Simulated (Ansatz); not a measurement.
# Pd (P-1) in Ansatz: convergence with k mesh

Aim: find how far k mesh must go before the results for Pd settle, at PBE. This setting moves, with any that are tied to it; all else stays.

Program: Ansatz 0.2.0. These are calculated values, not measurements. Logs are shortened: lines on timing, memory, paths and dates and some standing lists are left out, and cuts for length are marked.

**1. The cell of the first run**

The typed cell holds 1 atom: a = 2.758 Å, b = 2.716 Å, c = 2.688 Å, α = 107.88°, β = 112.23°, γ = 107.94°.

This isn't the form of Pd at room conditions, which is fcc.

The cell isn't the ideal one: cell strained at random at fixed volume.

**2. With k mesh 4 × 4 × 4**

Contents of input.yaml:

```yaml
crystal:
  lattice:
    - [-1.599177, 1.54912, 1.628452]
    - [1.602966, -1.50854, 1.591662]
    - [1.577905, 1.487269, -1.587873]
  atoms:
    - { symbol: Pd, position: [0.012912, -0.001045, -0.01217] }
hamiltonian:
  xc: pbe
  pseudopotentials: { kind: paw }
kpoints:
  mp_grid: { grid: [4, 4, 4] }
scf:
  occupations: { method: gaussian, width: 0.1 }
output:
  forces: true
  stress: true
  eigenvalues: true
```

Potentials or basis: Ansatz PAW.

Command:

```bash
$ ansatz run input.yaml --threads 2 --pin off --max-ram 5632MiB --backend cpu --events-out ev --progress --plain --runs-dir out
```

Wall time 1 s (2 threads of Intel Xeon at 2.50GHz (Skylake/Cascade Lake), shared host); peak memory 0.27 GiB.

What came out:

```
Free energy            : -6972.9878 eV
Pressure               : -2.3 GPa
Band gap on the k mesh : none (metal or under the smearing width)
```

**3. With k mesh 5 × 4 × 5**

input.yaml: that of step 2 with these lines changed.

```diff
@@ -11,3 +11,3 @@
 kpoints:
-  mp_grid: { grid: [4, 4, 4] }
+  mp_grid: { grid: [5, 4, 5] }
 scf:
```

Potentials or basis: Ansatz PAW.

Command:

```bash
$ ansatz run input.yaml --threads 2 --pin off --max-ram 5632MiB --backend cpu --events-out ev --progress --plain --runs-dir out
```

It took 1.2 s on 2 threads of Intel Xeon at 2.50GHz (Skylake/Cascade Lake), shared host; peak memory 0.28 GiB.

Results:

```yaml
Free_energy: -6972.7630 eV
Pressure: -0.4 GPa
Band_gap_on_the_k_mesh: none (metal or under the smearing width)
```

**4. With k mesh 6 × 6 × 6**

input.yaml: that of step 3 with these lines changed.

```diff
@@ -11,3 +11,3 @@
 kpoints:
-  mp_grid: { grid: [5, 4, 5] }
+  mp_grid: { grid: [6, 6, 6] }
 scf:
```

Command:

```bash
$ ansatz run input.yaml --threads 2 --pin off --max-ram 5632MiB --backend cpu --events-out ev --progress --plain --runs-dir out
```

Wall time 1.8 s (2 threads of Intel Xeon at 2.50GHz (Skylake/Cascade Lake), shared host); peak memory 0.29 GiB.

What came out:

```yaml
Free_energy: -6972.8155 eV
Pressure: -1.5 GPa
Band_gap_on_the_k_mesh: none (metal or under the smearing width)
```

**5. With k mesh 7 × 7 × 7**

input.yaml: that of step 4 with these lines changed.

```diff
@@ -11,3 +11,3 @@
 kpoints:
-  mp_grid: { grid: [6, 6, 6] }
+  mp_grid: { grid: [7, 7, 7] }
 scf:
```

Command:

```bash
$ ansatz run input.yaml --threads 2 --pin off --max-ram 5632MiB --backend cpu --events-out ev --progress --plain --runs-dir out
```

Wall time 2.7 s (2 threads of Intel Xeon at 2.50GHz (Skylake/Cascade Lake), shared host); peak memory 0.31 GiB.

Results:

| Quantity | Value |
| --- | --- |
| Free energy | -6972.8169 eV |
| Pressure | -0.7 GPa |
| Band gap on the k mesh | none (metal or under the smearing width) |

**6. With k mesh 9 × 8 × 9**

input.yaml: that of step 5 with these lines changed.

```diff
@@ -11,3 +11,3 @@
 kpoints:
-  mp_grid: { grid: [7, 7, 7] }
+  mp_grid: { grid: [9, 8, 9] }
 scf:
```

Potentials or basis: Ansatz PAW.

Command:

```bash
$ ansatz run input.yaml --threads 2 --pin off --max-ram 5632MiB --backend cpu --events-out ev --progress --plain --runs-dir out
```

It took 4.7 s on 2 threads of Intel Xeon at 2.50GHz (Skylake/Cascade Lake), shared host; peak memory 0.35 GiB.

It converged, with:

* Free energy: -6972.8059 eV
* Pressure: -1.0 GPa
* Band gap on the k mesh: none (metal or under the smearing width)

**7. With k mesh 11 × 10 × 11**

input.yaml: that of step 6 with these lines changed.

```diff
@@ -11,3 +11,3 @@
 kpoints:
-  mp_grid: { grid: [9, 8, 9] }
+  mp_grid: { grid: [11, 10, 11] }
 scf:
```

Command:

```bash
$ ansatz run input.yaml --threads 2 --pin off --max-ram 5632MiB --backend cpu --events-out ev --progress --plain --runs-dir out
```

Run time: 8 s. Hardware: 2 threads of Intel Xeon at 2.50GHz (Skylake/Cascade Lake), shared host; peak memory 0.4 GiB.

Results (log left out):

| Item | Value |
| --- | --- |
| Free energy | -6972.8016 eV |
| Pressure | -0.8 GPa |
| Band gap on the k mesh | none (metal or under the smearing width) |

**8. With k mesh 13 × 13 × 14**

input.yaml: that of step 7 with these lines changed.

```diff
@@ -11,3 +11,3 @@
 kpoints:
-  mp_grid: { grid: [11, 10, 11] }
+  mp_grid: { grid: [13, 13, 14] }
 scf:
```

Command:

```bash
$ ansatz run input.yaml --threads 2 --pin off --max-ram 5632MiB --backend cpu --events-out ev --progress --plain --runs-dir out
```

Wall time 17 s (2 threads of Intel Xeon at 2.50GHz (Skylake/Cascade Lake), shared host); peak memory 0.51 GiB.

It converged, with:

* Free energy: -6972.8039 eV
* Pressure: -0.9 GPa
* Band gap on the k mesh: none (metal or under the smearing width)

**9. With k mesh 16 × 16 × 17**

input.yaml: that of step 8 with these lines changed.

```diff
@@ -11,3 +11,3 @@
 kpoints:
-  mp_grid: { grid: [13, 13, 14] }
+  mp_grid: { grid: [16, 16, 17] }
 scf:
```

Potentials or basis: Ansatz PAW.

Command:

```bash
$ ansatz run input.yaml --threads 2 --pin off --max-ram 5632MiB --backend cpu --events-out ev --progress --plain --runs-dir out
```

Run time: 29 s. Hardware: 2 threads of Intel Xeon at 2.50GHz (Skylake/Cascade Lake), shared host; peak memory 0.69 GiB.

The run converged. Its results:

```yaml
Free_energy: -6972.8039 eV
Pressure: -0.9 GPa
Band_gap_on_the_k_mesh: none (metal or under the smearing width)
```

**10. With k mesh 19 × 19 × 20**

input.yaml: that of step 9 with these lines changed.

```diff
@@ -11,3 +11,3 @@
 kpoints:
-  mp_grid: { grid: [16, 16, 17] }
+  mp_grid: { grid: [19, 19, 20] }
 scf:
```

Potentials or basis: Ansatz PAW.

Command:

```bash
$ ansatz run input.yaml --threads 2 --pin off --max-ram 5632MiB --backend cpu --events-out ev --progress --plain --runs-dir out
```

Standard output:

```text
Warning: RAYON_NUM_THREADS=2 ignored (pool sized by the plan → 2); use --threads N
Engine: ansatz 0.2.0, x86_64-unknown-linux-gnu
Pseudopotentials: kind: paw
Pseudopotential: Pd, paw, valence charge 18, recommended cutoff 420 eV (normal), Pd.paw.azcp
Functional definition: PBE
  parameter kappa = 0.804
  parameter beta = 0.06672455060314922
  exchange = pbe_x(kappa = kappa, mu = beta*pi^2/3)
  correlation = pbe_c(beta = beta)
Crystal: 1 atoms, lattice volume = 15.547 Å³
Basis set: ecut = 420 eV, 315 PW (Γ), exchange–correlation on 40×40×36 points (8 copies of the dense FFT grid, shifted against one another)
Bands: 13, of which v1, the nominal top of the filled ones, is band 9 counted from 1 (8 counted from 0)
Symmetry: 2 space group operations
Space group: P-1 (ITA 2), of the structure as read, at distance tolerance 2.5e-5 Å
k-points: 3611 of 7220
Non-local potential: Pd, projectors of the file, l = 0: 2, l = 1: 2, l = 2: 2, l = 3: 1
PAW form: soft (Blöchl's): semilocal exchange-correlation on the pseudo side does not see the compensation charge
PAW one-centre angular grid: Pd, 590 points (default); XC on 64 Gauss nodes
Initial density: superposition of atomic densities (neutral atoms: chi_scale 0, normalization atom), corrected by the library's trained network
Initial wavefunctions: pseudopotential atomic-orbital guess
Functional: x = pbe(κ = 0.804, μ = 0.2195149727645171), c = pbe(β = 0.06672455060314922)
SCF iter   1: F=—  HF=-6972.804842 eV  |F-HF|=—  |Δ(HF+E_count)|=         —  Δρ=4.46e-3  dr2=1.85e-3  ethr=1.77e-3  ⟨swp⟩=5.0  Hψ=272006  notcnv=0
preconditioner: auto → none  [metal: Δε(μ)=0.001 eV  Ē_g=13.684 eV  σ=0.100 eV  W_gap=0.00  n_scr=4 (ndim 8)  ℏωp=29.8 eV  f_vac=0.000  D(μ)=1.35/eV (n_scr^D=16)  sad-step TF]
SCF iter   2: F=—  HF=-6972.804507 eV  |F-HF|=—  |Δ(HF+E_count)|=   3.35e-4  Δρ=1.94e-3  dr2=2.11e-4  ethr=1.03e-5  ⟨swp⟩=1.1  Hψ=76518  notcnv=0
SCF iter   3: F=—  HF=-6972.804607 eV  |F-HF|=—  |Δ(HF+E_count)|=   9.99e-5  Δρ=5.26e-4  dr2=2.14e-5  ethr=1.17e-6  ⟨swp⟩=1.2  Hψ=50167  notcnv=0
SCF iter   4: F=—  HF=-6972.804617 eV  |F-HF|=—  |Δ(HF+E_count)|=   9.96e-6  Δρ=7.41e-5  dr2=3.96e-7  ethr=1.19e-7  ⟨swp⟩=2.2  Hψ=63058  notcnv=0
iter 5 did not close the SCF: its close was put off for the readings that it lacked (scf_convergence_deferred on its scf_iter line)
SCF iter   5: F=-6972.804617 eV  HF=-6972.804617 eV  |F-HF|=4.93e-10  |Δ(HF+E_count)|=   1.75e-7  Δρ=1.58e-5  dr2=1.60e-8  ethr=2.20e-9  ⟨swp⟩=2.4  Hψ=76237  notcnv=0
SCF iter   6: F=-6972.804617 eV  HF=-6972.804617 eV  |F-HF|=4.37e-11  |Δ(HF+E_count)|=   4.89e-9  Δρ=2.00e-6  dr2=1.76e-10  ethr=8.86e-11  ⟨swp⟩=2.0  Hψ=144055  notcnv=0
SCF 1 converged in 6 iterations: F = -6972.804617 eV  dr2 = 1.76e-10
SCF converged after 6 iterations
Free energy (F): -6972.804617 eV
Harris-Foulkes:  -6972.804617 eV  (|F-HF|=4.37e-11)
Internal energy: -6972.797882 eV  (E = F + TS)
E sigma→0 (E₀):  -6972.801250 eV
Entropy (-TS):   -0.006734 eV (-6.734 meV/atom)
Fermi energy:    18.446319 eV
--- Per-component energies (eV) ---
  E_band       = -157.169689
  E_kinetic    = 513.205734
  E_local      = -1823.774903  (includes V_loc(G=0)·N_el)
  E_nonlocal   = 217.391568
  E_hartree    = 738.394219
  E_xc         = -168.356592
  E_vxc        = -211.184097  (∫ρ·V_xc dr)
  E_paw        = -3750.353237  (= ΣΔE_a)
  E_vpaw       = -329.596659  (= ΣTr[D̂ρ^β])
  E_aug_tail   = 0.000217  (compensation charges beyond the density's cutoff)
  E_ewald      = -2699.304888
  E_smearing   = -0.006734  (= −TS)
  E_closure    = -0.000000  (closes the sum)
  Σ components = -6972.804617   (vs F -6972.804617, Δ=0.00e0)
--- Forces (eV/Å), atoms counted from 1 ---
  atom   1  Pd     0.00000000     0.00000000     0.00000000
  max |Σ_I F_I| component: 0.00e0 eV/Å
--- Stress (GPa, compression-positive) ---
       -0.716318       1.267403      -0.475485
        1.267403      -1.670909      -2.372099
       -0.475485      -2.372099      -0.360542
  P = ⅓ Tr σ = -0.9159 GPa (-9.159 kbar)
--- Band table (eV; the first three rows and the last of 3611) ---
  k-point 0: bands = ["-65.4787", "-31.0165", "-31.0122", "-31.0097", "11.7062", "15.4334", "15.8225", "15.9389", "17.3400", "17.7597", "37.0430", "37.3014", "38.2729"]
  k-point 1: bands = ["-65.4775", "-31.0227", "-31.0174", "-31.0107", "11.8027", "15.4670", "15.8221", "15.9387", "17.3402", "17.7249", "37.1418", "37.3217", "38.2108"]
  k-point 2: bands = ["-65.4739", "-31.0484", "-31.0267", "-31.0119", "12.0845", "15.4965", "15.8569", "15.9707", "17.3401", "17.6418", "37.2679", "37.4377", "37.9882"]
  k-point 3610: bands = ["-65.4376", "-31.3097", "-31.1201", "-31.0318", "13.7244", "14.5299", "17.5270", "17.6914", "17.9608", "20.0617", "27.1142", "33.4219", "35.0817"]
```

It took 45 s on 2 threads of Intel Xeon at 2.50GHz (Skylake/Cascade Lake), shared host; peak memory 0.96 GiB.

What came out:

| Property | Result |
| --- | --- |
| Free energy | -6972.8046 eV |
| Pressure | -0.9 GPa |
| Band gap on the k mesh | none (metal or under the smearing width) |

**11. Summary**

| k mesh | energy less the tightest run, at zero smearing (meV/atom) | pressure (GPa) | SCF cycles | CPU time (s) | peak memory (GiB) |
| --- | --- | --- | --- | --- | --- |
| 4 × 4 × 4 | -181.24 | -2.28 | 6 | 1.4 | 0.27 |
| 5 × 4 × 5 | 45.00 | -0.43 | 6 | 1.7 | 0.28 |
| 6 × 6 × 6 | -9.23 | -1.48 | 6 | 2.9 | 0.29 |
| 7 × 7 × 7 | -11.57 | -0.71 | 6 | 4.2 | 0.31 |
| 9 × 8 × 9 | -1.32 | -0.96 | 6 | 7.2 | 0.35 |
| 11 × 10 × 11 | 3.50 | -0.84 | 6 | 13 | 0.4 |
| 13 × 13 × 14 | 1.10 | -0.86 | 6 | 26 | 0.51 |
| 16 × 16 × 17 | 1.05 | -0.87 | 6 | 48 | 0.69 |
| 19 × 19 × 20 | 0.00 | -0.92 | 6 | 81 | 0.96 |

Against the tightest run, the pressure stays within 0.1 GPa from 9 × 8 × 9 on. Not settled before the last step: the energy (to 1 meV/atom). Meshes of other sizes hit other points, so gaps and Fermi surfaces needn't settle smoothly. The tightest run that finished is the yardstick and may itself not be fully converged.
